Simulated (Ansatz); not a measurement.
SnO:

```
Sn O
1.0
     3.81370    0.00000    0.00000
     0.00000    3.81370    0.00000
     0.00000    0.00000    4.88691
Sn O
2 2
Direct
  0.50000 0.00000 0.76463
  0.00000 0.50000 0.23537
  0.00000 0.00000 0.00000
  0.50000 0.50000 0.00000
```

The cell is a database's computed one.

```yaml
Program: Ansatz 0.2.0
Task: relaxation of cell and atoms
Functional: PBE
Potentials_or_basis: PseudoDojo stringent (PBE files)
Cutoff: 1388 eV
Density_cutoff: 5551 eV
k_mesh: 7 × 7 × 6
Occupations: fermi-dirac, width 0.05 eV
Spin: no spin polarisation
```

At the start: volume 17.77 Å³/atom.

Task: How do energy, volume and symmetry change on relaxing?

Result: It ends after 8 steps and the volume is 18.97 Å³/atom (+6.8 %); space group P4/nmm (No. 129, to 0.05 Å).

Step by step:
| step | energy change (eV) | largest force (eV/Å) | volume (Å³) |
| --- | --- | --- | --- |
| 1 | 0.0000 | 0.3794 | 71.08 |
| 2 | -0.0335 | 0.1145 | 75.39 |
| 3 | -0.0340 | 0.1095 | 75.23 |
| 4 | -0.0347 | 0.0031 | 75.50 |
| 5 | -0.0347 | 0.0006 | 75.58 |
| 6 | -0.0360 | 0.0006 | 75.58 |
| 7 | -0.0360 | 0.0016 | 75.88 |
| 8 | -0.0361 | 0.0017 | 75.88 |

Final structure:
```cif
data_structure
_symmetry_space_group_name_H-M 'P 1'
_symmetry_Int_Tables_number 1
_cell_length_a 3.8676
_cell_length_b 3.8676
_cell_length_c 5.0729
_cell_angle_alpha 90.000
_cell_angle_beta 90.000
_cell_angle_gamma 90.000
_cell_volume 75.88
loop_
_atom_site_label
_atom_site_type_symbol
_atom_site_fract_x
_atom_site_fract_y
_atom_site_fract_z
_atom_site_occupancy
Sn1 Sn 0.50000 0.00000 0.77138 1
Sn2 Sn 0.00000 0.50000 0.22862 1
O1 O 0.00000 0.00000 0.00000 1
O2 O 0.50000 0.50000 0.00000 1
```

Caveat: the plane-wave basis is chosen anew once the cell has moved, so the energies of steps on either side of that aren't comparable.
